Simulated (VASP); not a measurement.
Write the native input for VASP 6.6.1 that does the following.

```
Task                   : relaxation of cell and atoms
Functional             : PBE
Dispersion             : D3(BJ)
Potentials or basis    : VASP PAW PBE potentials, release 64 (Cu, N)
Cutoff                 : 600 eV
k mesh                 : 10 × 10 × 10
Occupations            : methfessel-paxton, width 0.1 eV
Spin                   : no spin polarisation
Further INCAR settings : ALGO = Normal; EDIFF = 1e-06; IBRION = 2; EDIFFG = -0.01; NSW = 90; ISIF = 3
```

The structure of Cu3N lies in POSCAR:

```
Cu3N
1.0
    3.8070000000      0.0000000000      0.0000000000
    0.0000000000      3.8070000000      0.0000000000
    0.0000000000      0.0000000000      3.8070000000
Cu N
3 1
Direct
    0.5000000000      0.0000000000      0.0000000000
    0.0000000000      0.5000000000      0.0000000000
    0.0000000000      0.0000000000      0.5000000000
    0.0000000000      0.0000000000      0.0000000000
```

The input as run:

INCAR

```
SYSTEM = Cu3N
  PREC = Accurate
  ENCUT = 600
  EDIFF = 1E-6
  ISMEAR = 1
  SIGMA = 0.1
  LREAL = .FALSE.
  LASPH = .TRUE.
  NELM = 80
  ALGO = Normal
  ISIF = 3
  LWAVE = .FALSE.
  LCHARG = .FALSE.
  GGA = PE
  IVDW = 12
  IBRION = 2
  NSW = 90
  EDIFFG = -0.01
```

KPOINTS

```
Automatic mesh
0
G
  10 10 10
  0 0 0
```

Potentials or basis: VASP PAW PBE potentials, release 64 (Cu, N).

The run is started by

```bash
$ cat potpaw_PBE.64/Cu/POTCAR potpaw_PBE.64/N/POTCAR > POTCAR
$ mpirun -np 1 vasp_std > vasp.out
```

It gave:

- Relaxed volume: 13.59 Å³/atom
- Relaxed cell: a = 3.788 Å, b = 3.788 Å, c = 3.788 Å, α = 90.00°, β = 90.00°, γ = 90.00°
- Space group after relaxing (to 0.05 Å): Pm-3m (No. 221)
- Energy gained by relaxing: 1.2 meV/atom
- Ionic steps: 3
- Pressure after relaxing: 0.1 GPa
- Band gap on the k mesh: 0.14 eV, indirect (least direct gap 0.69 eV)
- Dispersion energy per atom: -0.352 eV

Run time: 73 s on 1 thread of Intel(R) Xeon(R) 6975P-C (Granite Rapids) (shared host), peak memory 0.22 GiB.
